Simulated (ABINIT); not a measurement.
Planning a run of ABINIT 10.8.3 on RbCl (Fm-3m). The input:

```
acell 3*1.0 Angstrom
rprim 
  -0.000000000000 3.289500000000 3.289500000000
  3.289500000000 -0.000000000000 3.289500000000
  3.289500000000 3.289500000000 -0.000000000000
ntypat 2
znucl 37 17
natom 2
typat 1 2
xred 
  0.000000000000 0.000000000000 0.000000000000
  0.500000000000 0.500000000000 0.500000000000
pp_dirpath "pseudos"
pseudos "Rb.upf, Cl.upf"
ecut 25
ngkpt 4 4 4
nshiftk 1
shiftk 0 0 0
kptopt 1
chksymbreak 0
istwfk *1
occopt 1
irdwfk 1
optdriver 4
nband 398
gwcalctyp 0
ecutsigx 25
symsigma 1
nkptgw 1
kptgw 
  0.0000000000 0.0000000000 0.0000000000
bdgw 
  6 12
ecuteps 8.8
irdscr 1
ppmodel 1
indata_prefix "in"
outdata_prefix "out"
tmpdata_prefix "tmp"
```

```sh
OMP_NUM_THREADS=1 mpirun -n 4 abinit run.abi > log
```

**Question.** Estimate wall time and host memory on 4 MPI ranks of Arm Neoverse V1, shared host.

It took 99 s; on shared hardware allow 50 s to 3.3 min. Peak host memory was 2.8 GiB.

[Paths, hosts, dates, memory and timing lines, banners, echoed tables and standing remarks are left out of the program output.]

[Logs are printed without paths, hosts, clocks, repeated set-up lines and the standing remarks that a program may print on its own settings, such as how far it seeks lower states.]

[Runs of the session that timed out or met a known fault of the program may be left out.]

[Hosts, paths, dates, database ids (printed as entryN), source tags and the programs' standing remarks are cut or masked in the printed files.]

[G0W0 gaps are taken among the corrected bands and points alone; a level outside them can change the order at an edge.]

[Where Ansatz stands beside ABINIT at settings called matched, ABINIT's density can come from a denser mesh and the files from another edition; pairs whose starting gaps differed by over 0.03 eV were left out, so agreement reads better than it is.]
